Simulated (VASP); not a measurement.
# Li (Fm-3m) in VASP: notebook

Aim: see how the results for Li move with the level of theory and the settings. Levels: PBE, PBEsol, LDA. Tasks: electric field gradients, density of states.

Program: VASP 6.6.1. These are calculated values, not measurements. Logs are shortened: lines on timing, memory, paths and dates and some standing lists are left out, and cuts for length are marked.

**1. The crystal as given**

The structure is cubic, space group Fm-3m (No. 225). The conventional cell has a = 4.334 Å, b = 4.334 Å, c = 4.334 Å, α = 90.00°, β = 90.00°, γ = 90.00°. Around Li (site symmetry m-3m) lie 12 Li at 3.06 Å.

This isn't the form of Li at room conditions, which is bcc.

**2. Electric field gradients, PBE**

The input, INCAR:

```
SYSTEM = Li
  PREC = Accurate
  ENCUT = 520
  EDIFF = 1E-8
  ISMEAR = -1
  SIGMA = 0.08
  LREAL = .False.
  LASPH = .True.
  NELM = 100
  ALGO = Normal
  ISIF = 2
  LWAVE = .False.
  LCHARG = .False.
  GGA = PE
  LEFG = .True.
  NBANDS = 8
```

The input, KPOINTS:

```
Automatic mesh
0
Gamma
  16 16 16
  0 0 0
```

The input, POSCAR:

```
Li
1.0
    0.0000000000      2.1668323349      2.1668323349
    2.1668323349      0.0000000000      2.1668323349
    2.1668323349      2.1668323349      0.0000000000
Li
1
Direct
    0.0000000000      0.0000000000      0.0000000000
```

Potentials or basis: VASP PAW PBE potentials, release 64 (Li_sv).

Started as:

```sh
$ cat potpaw_PBE.64/Li_sv/POTCAR > POTCAR
$ mpirun -np 1 vasp_std > vasp.out
```

OUTCAR:

```text
SYSTEM = Li
   PREC = Accurate
   ENCUT = 520
   EDIFF = 1E-8
   ISMEAR = -1
   LREAL = .False.
   LASPH = .True.
   NELM = 100
   ISIF = 2
   GGA = PE

 ion  position               nearest neighbor table
   1  0.000  0.000  0.000-

  LATTYP: Found a face centered cubic cell.
 ALAT       =     4.3336646698

  Lattice vectors:

 A1 = (   0.0000000000,   2.1668323349,   2.1668323349)
 A2 = (   2.1668323349,   0.0000000000,   2.1668323349)
 A3 = (   2.1668323349,   2.1668323349,   0.0000000000)

Analysis of symmetry for initial positions (statically):
=====================================================================
 Subroutine PRICEL returns:
 Original cell was already a primitive cell.

 Routine SETGRP: Setting up the symmetry group for a
 face centered cubic supercell.

 Subroutine GETGRP returns: Found 48 space group operations
 (whereof 48 operations were pure point group operations)
 out of a pool of 48 trial point group operations.

The static configuration has the point symmetry O_h .

Analysis of symmetry for dynamics (positions and initial velocities):
=====================================================================
 Subroutine PRICEL returns:
 Original cell was already a primitive cell.

 Routine SETGRP: Setting up the symmetry group for a
 face centered cubic supercell.

 Subroutine GETGRP returns: Found 48 space group operations
 (whereof 48 operations were pure point group operations)
 out of a pool of 48 trial point group operations.

The dynamic configuration has the point symmetry O_h .

 Subroutine INISYM returns: Found 48 space group operations
 (whereof 48 operations are pure point group operations),
 and found     1 'primitive' translations

----------------------------------------------------------------------------------------

                                     Primitive cell

  volume of cell :      20.3473

  direct lattice vectors                    reciprocal lattice vectors
     0.000000000  2.166832335  2.166832335    -0.230751587  0.230751587  0.230751587
     2.166832335  0.000000000  2.166832335     0.230751587 -0.230751587  0.230751587
     2.166832335  2.166832335  0.000000000     0.230751587  0.230751587 -0.230751587

  length of vectors
     3.064363675  3.064363675  3.064363675     0.399673473  0.399673473  0.399673473

  position of ions in fractional coordinates (direct lattice)
     0.000000000  0.000000000  0.000000000

  ion indices of the primitive-cell ions
   primitive index   ion index
                 1           1

----------------------------------------------------------------------------------------

 KPOINTS: Automatic mesh

Automatic generation of k-mesh.
 Grid dimensions read from file:
 generate k-points for:   16   16   16

 Generating k-lattice:

  Cartesian coordinates                     Fractional coordinates (reciprocal lattice)
    -0.014421974  0.014421974  0.014421974     0.062500000  0.000000000  0.000000000
     0.014421974 -0.014421974  0.014421974     0.000000000  0.062500000  0.000000000
     0.014421974  0.014421974 -0.014421974     0.000000000  0.000000000  0.062500000

  Length of vectors
     0.024979592  0.024979592  0.024979592

  Shift w.r.t. Gamma in fractional coordinates (k-lattice)
     0.000000000  0.000000000  0.000000000

 Subroutine IBZKPT returns following result:
 ===========================================

 Found    145 irreducible k-points:

 Following reciprocal coordinates:
            Coordinates               Weight
  0.000000  0.000000  0.000000      1.000000
  0.062500  0.000000  0.000000      8.000000
  0.125000  0.000000  0.000000      8.000000
  0.187500  0.000000  0.000000      8.000000
  0.250000  0.000000  0.000000      8.000000
  0.312500  0.000000  0.000000      8.000000
[... 16 lines left out ...]
 -0.125000  0.062500  0.000000     24.000000
 -0.062500  0.062500  0.000000     12.000000
 [... further k-points ...]
   k-points           NKPTS =    145   k-points in BZ     NKDIM =    145   number of bands    NBANDS=      8
   number of dos      NEDOS =    301   number of ions     NIONS =      1
   total plane-waves  NPLWV =  13824
   dimension x,y,z NGX =    24 NGY =   24 NGZ =   24
   dimension x,y,z NGXF=    48 NGYF=   48 NGZF=   48
   ions per type =               1
   NGX,Y,Z   is equivalent  to a cutoff of  13.02, 13.02, 13.02 a.u.
   NGXF,Y,Z  is equivalent  to a cutoff of  26.04, 26.04, 26.04 a.u.
 SYSTEM =  Li
   PREC   = accura    normal or accurate (medium, high low for compatibility)
   ISTART =      0    job   : 0-new  1-cont  2-samecut
   ICHARG =      2    charge: 1-file 2-atom 10-const
   ISPIN  =      1    spin polarized calculation?
   LNONCOLLINEAR =      F non collinear calculations
   LSORBIT =      F    spin-orbit coupling
   LASPH  =      T    aspherical Exc in radial PAW
   ENCUT  =  520.0 eV  38.22 Ry    6.18 a.u.   5.70  5.70  5.70*2*pi/ulx,y,z
   NELM   =    100;   NELMIN=  2; NELMDL= -5     # of ELM steps
   EDIFF  = 0.1E-07   stopping-criterion for ELM
   LREAL  =      F    real-space projection
   EDIFFG = 0.1E-06   stopping-criterion for IOM
   NSW    =      0    number of steps for IOM
   IBRION =     -1    ionic relax: 0-MD 1-quasi-New 2-CG
   NFREE  =      0    steps in history (QN), initial steepest desc. (CG)
   ISIF   =      2    stress and relaxation
   ISYM   =      2    0-nonsym 1-usesym 2-fastsym
   POTIM  = 0.5000    time-step for ionic-motion
   TEBEG  =    0.0;   TEEND  =   0.0 temperature during run
   PSTRESS=    0.0 pullay stress
   NELECT =       3.0000    total number of electrons
   NUPDOWN=      -1.0000    fix difference up-down
   EMIN   =  10.00;   EMAX   =-10.00  energy-range for DOS
   EFERMI =   0.00;   METHOD = LEGACY
   ISMEAR =    -1;   SIGMA  =   0.08  broadening in eV -4-tet -1-fermi 0-gaus
   EFERMI_NEDOS =   21; number of points for ismear=-14 and -15
   IALGO  =     38    algorithm
   IMIX   =      4    mixing-type and parameters
     AMIX     =   0.40;   BMIX     =  1.00
     AMIX_MAG =   1.60;   BMIX_MAG =  1.00
  volume/ion in A,a.u.               =      20.35       137.31
  Fermi-wavevector in a.u.,A,eV,Ry     =   0.864862  1.634351 10.176962  0.747986
  Thomas-Fermi vector in A             =   1.983020
   LORBIT       =      0    0 simple, 1 ext, 2 COOP (PROOUT), +10 PAW based schemes
   GGA     = PE    functional components
   LHFCALC =     F    Hartree Fock is set to
   AEXX    =    0.0000 exact exchange contribution
   IVDW    =     0    specifies the selected vdW correction
   LEPSILON=     F    determine dielectric tensor
   LRPA    =     F    only Hartree local field effects (RPA)
 non-spin polarized calculation
  energy-cutoff  :      520.00
  volume of cell :       20.35
 maximum number of plane-waves:       568
   NGX = 11   NGY = 11   NGZ = 11

 number of electron       2.9999996 magnetization

 Free energy of the ion-electron system (eV)
  ---------------------------------------------------
  ext. energy  EPLUGINS =         0.00000000
  ---------------------------------------------------
  free energy    TOTEN  =        -1.91262569 eV

  energy without entropy =       -1.90334377  energy(sigma->0) =       -1.90798473

 E-fermi :   0.6035     XC(G=0):  -7.0349

 val. band max:        0.5994498587   @ k =   0.5000   0.0000   0.0000
 cond. band min:       0.6181327738   @ k =   0.4375   0.3125   0.0000
 fundamental gap:      0.0186829150
 Fermi energy:         0.6034692030

 k-point     1 :       0.0000    0.0000    0.0000
  band No.  band energies     occupation
      1     -45.9203      2.00000
      2      -2.9411      2.00000
      3      14.9264      0.00000
      4      14.9265      0.00000
      5      14.9265      0.00000
      6      18.8046      0.00000
      7      18.8046      0.00000
      8      18.8046      0.00000

 k-point     2 :       0.0625    0.0000    0.0000
  band No.  band energies     occupation
      1     -45.9196      2.00000
      2      -2.8712      2.00000
      3      14.1501      0.00000
      4      14.7647      0.00000
      5      14.7648      0.00000
      6      18.1275      0.00000
      7      19.0900      0.00000
      8      19.0900      0.00000
[... 221 lines left out ...]
 k-point    23 :      -0.1250    0.0625    0.0000
  band No.  band energies     occupation
      1     -45.9164      2.00000
      2      -2.4989      2.00000
      3      11.7505      0.00000
      4      13.1666      0.00000
      5      14.8862      0.00000
      6      17.9501      0.00000
      7      19.4581      0.00000
      8      20.4253      0.00000

 k-point    24 :      -0.0625    0.0625    0.0000
  band No.  band energies     occupation
      1     -45.9186      2.00000
      2      -2.7549      2.00000
      3      13.4962      0.00000
      4      13.7326      0.00000
      5      14.9960      0.00000
      6      17.8090      0.00000
      7      19.0542      0.00000
      8      20.2051      0.00000

 [... further k-points ...]

------------------------ aborting loop because EDIFF is reached ----------------------------------------

  FORCE on cell =-STRESS in cart. coord.  units (eV):
  Direction    XX          YY          ZZ          XY          YZ          ZX
  --------------------------------------------------------------------------------------
  -------------------------------------------------------------------------------------
  Total       -0.0195553     -0.0195553     -0.0195553      0.0000000      0.0000000      0.0000000
  in kB       -1.5398163     -1.5398163     -1.5398163      0.0000000      0.0000000      0.0000000
  external PRESSURE =      -1.5398163 kB  Pullay stress =       0.0000000 kB

 VOLUME and BASIS-vectors are now :
 -----------------------------------------------------------------------------
  energy-cutoff  :      520.00
  volume of cell :       20.35
      direct lattice vectors                 reciprocal lattice vectors
     0.000000000  2.166832335  2.166832335    -0.230751587  0.230751587  0.230751587
     2.166832335  0.000000000  2.166832335     0.230751587 -0.230751587  0.230751587
     2.166832335  2.166832335  0.000000000     0.230751587  0.230751587 -0.230751587

 POSITION                                       TOTAL-FORCE (eV/Angst)
 -----------------------------------------------------------------------------------
      0.00000      0.00000      0.00000         0.000000     -0.000000     -0.000000
 -----------------------------------------------------------------------------------
    total drift:                               -0.000000      0.000000     -0.000000

  FREE ENERGIE OF THE ION-ELECTRON SYSTEM (eV)
  ---------------------------------------------------
  free  energy   TOTEN  =        -1.9126256886 eV

  energy  without entropy=       -1.9033437689  energy(sigma->0) =       -1.90798473

 Electric field gradients (V/A^2)
---------------------------------------------------------------------
 ion       V_xx      V_yy      V_zz      V_xy      V_xz      V_yz
---------------------------------------------------------------------
   1       0.000     0.000    -0.000    -0.001    -0.001    -0.001
---------------------------------------------------------------------

 Electric field gradients after diagonalization (V/A^2)
 (convention: |V_zz| > |V_xx| > |V_yy|)
----------------------------------------------------------------------
 ion       V_xx      V_yy      V_zz     asymmetry (V_yy - V_xx)/ V_zz
----------------------------------------------------------------------
   1       0.001     0.001    -0.002       0.000
----------------------------------------------------------------------

           NMR quadrupolar parameters

 Cq : quadrupolar parameter    Cq=e*Q*V_zz/h
 eta: asymmetry parameters     (V_yy - V_xx)/ V_zz
 Q  : nuclear electric quadrupole moment in mb (millibarn)
----------------------------------------------------------------------
 ion       Cq(MHz)       eta       Q (mb)
----------------------------------------------------------------------
   1      -0.000       0.000       1.000
----------------------------------------------------------------------
```

Wall time 6.7 s (1 thread of Intel Xeon 6975P-C (Granite Rapids), shared host); peak memory 0.14 GiB.

What came out:

```
Free energy            : -1.9126 eV
Band gap on the k mesh : none (metal or under the smearing width)
```

Levels at points of the mesh, in eV from the Fermi level:
```
           k point  band 1  band 2  band 3  band 4  band 5  band 6
(0.00, 0.00, 0.00)  -46.52   -3.54   14.32   14.32   14.32   18.20
(0.50, 0.00, 0.00)  -46.51    0.00    2.92   12.61   12.61   16.55
(0.50, 0.50, 0.00)  -46.50    1.54    4.71    8.42    8.42   10.62
```

Electric field gradients, principal values (V/Å²):
| atom | Vxx | Vyy | Vzz |
| --- | --- | --- | --- |
| 1 Li | 0.001 | 0.001 | -0.002 |

Caveat: the cutoff is under 1.25 times the usual one of these potentials, so pressure, stress and relaxed cells hold a basis-set (Pulay) error.

**3. Electric field gradients, PBEsol**

The input, INCAR:

```
SYSTEM = Li
  PREC = Accurate
  ENCUT = 520
  EDIFF = 1E-8
  ISMEAR = -1
  SIGMA = 0.08
  LREAL = .FALSE.
  LASPH = .TRUE.
  NELM = 60
  ALGO = Normal
  ISIF = 2
  LWAVE = .FALSE.
  LCHARG = .FALSE.
  GGA = PS
  LEFG = .TRUE.
  NBANDS = 8
```

The input, KPOINTS:

```
Automatic mesh
0
G
  16 16 16
  0 0 0
```

POSCAR is that of step 2.

Potentials or basis: VASP PAW PBE potentials, release 64 (Li_sv).

Started as:

```sh
$ cat potpaw_PBE.64/Li_sv/POTCAR > POTCAR
$ mpirun -np 1 vasp_std > vasp.out
```

OUTCAR:

```text
SYSTEM = Li
   PREC = Accurate
   ENCUT = 520
   EDIFF = 1E-8
   ISMEAR = -1
   LREAL = .FALSE.
   LASPH = .TRUE.
   NELM = 60
   ISIF = 2
   GGA = PS

 ion  position               nearest neighbor table
   1  0.000  0.000  0.000-

  LATTYP: Found a face centered cubic cell.
 ALAT       =     4.3336646698

  Lattice vectors:

 A1 = (   0.0000000000,   2.1668323349,   2.1668323349)
 A2 = (   2.1668323349,   0.0000000000,   2.1668323349)
 A3 = (   2.1668323349,   2.1668323349,   0.0000000000)

Analysis of symmetry for initial positions (statically):
=====================================================================
 Subroutine PRICEL returns:
 Original cell was already a primitive cell.

 Routine SETGRP: Setting up the symmetry group for a
 face centered cubic supercell.

[... 445 lines left out ...]
  external PRESSURE =      -1.8819445 kB  Pullay stress =       0.0000000 kB

 VOLUME and BASIS-vectors are now :
 -----------------------------------------------------------------------------
  energy-cutoff  :      520.00
  volume of cell :       20.35
      direct lattice vectors                 reciprocal lattice vectors
     0.000000000  2.166832335  2.166832335    -0.230751587  0.230751587  0.230751587
     2.166832335  0.000000000  2.166832335     0.230751587 -0.230751587  0.230751587
     2.166832335  2.166832335  0.000000000     0.230751587  0.230751587 -0.230751587

 POSITION                                       TOTAL-FORCE (eV/Angst)
 -----------------------------------------------------------------------------------
      0.00000      0.00000      0.00000        -0.000000     -0.000000      0.000000
 -----------------------------------------------------------------------------------
    total drift:                                0.000000      0.000000     -0.000000

  FREE ENERGIE OF THE ION-ELECTRON SYSTEM (eV)
  ---------------------------------------------------
  free  energy   TOTEN  =        -1.9738089087 eV

  energy  without entropy=       -1.9645123939  energy(sigma->0) =       -1.96916065

 Electric field gradients (V/A^2)
---------------------------------------------------------------------
 ion       V_xx      V_yy      V_zz      V_xy      V_xz      V_yz
---------------------------------------------------------------------
   1      -0.000     0.000     0.000    -0.001    -0.001    -0.001
---------------------------------------------------------------------

 Electric field gradients after diagonalization (V/A^2)
 (convention: |V_zz| > |V_xx| > |V_yy|)
----------------------------------------------------------------------
 ion       V_xx      V_yy      V_zz     asymmetry (V_yy - V_xx)/ V_zz
----------------------------------------------------------------------
   1       0.001     0.001    -0.002       0.000
----------------------------------------------------------------------

           NMR quadrupolar parameters

 Cq : quadrupolar parameter    Cq=e*Q*V_zz/h
 eta: asymmetry parameters     (V_yy - V_xx)/ V_zz
 Q  : nuclear electric quadrupole moment in mb (millibarn)
----------------------------------------------------------------------
 ion       Cq(MHz)       eta       Q (mb)
----------------------------------------------------------------------
   1      -0.000       0.000       1.000
----------------------------------------------------------------------
```

OSZICAR:

```text
N       E                     dE             d eps       ncg     rms          rms(c)
DAV:   1    -0.251609286656E+00   -0.25161E+00   -0.70898E+02  2344   0.257E+02
DAV:   2    -0.195267052764E+01   -0.17011E+01   -0.16690E+01  3352   0.349E+01
DAV:   3    -0.197591013502E+01   -0.23240E-01   -0.23216E-01  2688   0.308E+00
DAV:   4    -0.197628141563E+01   -0.37128E-03   -0.37128E-03  3584   0.304E-01
DAV:   5    -0.197628223892E+01   -0.82329E-06   -0.82334E-06  2832   0.110E-02    0.350E-01
DAV:   6    -0.197452540078E+01    0.17568E-02   -0.66083E-04  3360   0.109E-01    0.194E-01
DAV:   7    -0.197379663090E+01    0.72877E-03   -0.14053E-03  2888   0.177E-01    0.284E-02
DAV:   8    -0.197381045787E+01   -0.13827E-04   -0.16168E-04  2848   0.754E-02    0.556E-03
DAV:   9    -0.197380929456E+01    0.11633E-05   -0.17296E-06  3040   0.828E-03    0.752E-04
DAV:  10    -0.197380894440E+01    0.35016E-06   -0.81960E-08  2968   0.225E-03    0.102E-04
DAV:  11    -0.197380890470E+01    0.39698E-07   -0.20563E-09  2568   0.428E-04    0.525E-05
DAV:  12    -0.197380890867E+01   -0.39662E-08   -0.28120E-10  1560   0.117E-04
   1 F= -.19738089E+01 E0= -.19691607E+01  d E =-.929651E-02
```

stdout:

```text
POSCAR found type information on POSCAR Li
 POSCAR found :  1 types and       1 ions
 scaLAPACK will be used
 -----------------------------------------------------------------------------
|                                                                             |
|                                                                             |
|     You enforced a specific xc type in the INCAR file but a different       |
|     I HOPE YOU KNOW WHAT YOU ARE DOING!                                     |
|                                                                             |
 -----------------------------------------------------------------------------

 LDA part: xc-table for (Slater+PW92), standard interpolation
 POSCAR, INCAR and KPOINTS ok, starting setup
 FFT: planning ... GRIDC
 FFT: planning ... GRID_SOFT
 FFT: planning ... GRID
 WAVECAR not read
 entering main loop
ion   1
```

It took 6.7 s on 1 thread of Intel Xeon 6975P-C (Granite Rapids), shared host; peak memory 0.14 GiB.

What came out:

```
Free energy            : -1.9738 eV
Band gap on the k mesh : none (metal or under the smearing width)
```

Levels at points of the mesh, in eV from the Fermi level:
| k point | band 1 | band 2 | band 3 | band 4 | band 5 | band 6 |
| --- | --- | --- | --- | --- | --- | --- |
| (0.00, 0.00, 0.00) | -45.91 | -3.54 | 14.35 | 14.35 | 14.35 | 18.18 |
| (0.50, 0.00, 0.00) | -45.89 | -0.01 | 2.93 | 12.62 | 12.62 | 16.53 |
| (0.50, 0.50, 0.00) | -45.88 | 1.54 | 4.71 | 8.43 | 8.43 | 10.60 |

Electric field gradients, principal values (V/Å²):
```tsv
atom	Vxx	Vyy	Vzz
1 Li	0.001	0.001	-0.002
```

Caveat: the cutoff is under 1.25 times the usual one of these potentials, so pressure, stress and relaxed cells hold a basis-set (Pulay) error; the PAW data sets were made with another functional, which shifts forces and pressure a little.

(Part 1 of 2 ends here.)
